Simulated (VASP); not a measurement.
The system is PbSe (Clausthalite).

```
Pb Se
1.0
     0.00000    3.06065    3.06065
     3.06065    0.00000    3.06065
     3.06065    3.06065    0.00000
Pb Se
1 1
Direct
  0.00000 0.00000 0.00000
  0.50000 0.50000 0.50000
```

- Program: VASP 6.6.1
- Task: relaxation of cell and atoms
- Functional: PBEsol
- Dispersion: D3(BJ)
- Potentials or basis: VASP PAW PBE potentials, release 64 (Pb_d, Se)
- Cutoff: 600 eV
- k mesh: 8 × 8 × 8
- Occupations: fermi-dirac, width 0.05 eV
- Spin: no spin polarisation

At the start: pressure -2.5 GPa; volume 28.67 Å³/atom.

Question: How do energy, volume and symmetry change on relaxing?

Answer: Over 3 steps the energy falls by 11.0 meV/atom and the volume is 27.32 Å³/atom (-4.7 %); space group Fm-3m (No. 225, to 0.05 Å).

Step by step:
```tsv
step	energy change (eV)	largest force (eV/Å)	pressure (GPa)	volume (Å³)
1	0.0000	0.0000	-2.52	57.34
2	-0.0189	0.0000	1.07	53.68
3	-0.0220	0.0000	-0.01	54.65
```

Final structure:
```
Pb Se
1.0
     0.00000    3.01194    3.01194
     3.01194    0.00000    3.01194
     3.01194    3.01194    0.00000
Pb Se
1 1
Direct
  0.00000 0.00000 0.00000
  0.50000 0.50000 0.50000
```

The cell as given is a measured one (28.67 Å³/atom); PBEsol+D3(BJ) puts the equilibrium volume -4.7 % from it, thermal expansion not counted.

Caveat: the PAW data sets were made with another functional, which shifts forces and pressure a little.
